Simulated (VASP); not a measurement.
A run of VASP 6.6.1 is set up as follows.

File INCAR:

```
PREC = Accurate ; ENCUT = 520
EDIFF = 1E-6 ; ISMEAR = 0
SIGMA = 0.1 ; LREAL = False
LASPH = True ; NELM = 100
ALGO = Fast ; ISIF = 2
LWAVE = False ; LCHARG = False
GGA = PE ; NBANDS = 12
ISYM = 0
```

File KPOINTS:

```
Automatic mesh
0
Gamma
  10 7 20
```

The input POSCAR:

```
In
1.0
    3.3901945595      0.0000000000      0.0000000000
    0.0000000000      4.7845006370      0.0000000000
    1.6950972798      2.3922503185      1.6950972798
In
1
Direct
    0.0000000000      0.0000000000      0.0000000000
```

Potentials or basis: VASP PAW PBE potentials, release 64 (In_d).

Launch:

```bash
$ cat potpaw_PBE.64/In_d/POTCAR > POTCAR
$ mpirun -np 1 vasp_std > vasp.out
```

Q: Estimate the band gap on the k mesh.

A: None (metal or under the smearing width).

Q: Predict the pressure.

A: -0.1 GPa.

Stress tensor (GPa, compression positive):
```
 0.13  0.00  0.00
 0.00  0.01  0.07
 0.00  0.07 -0.35
```
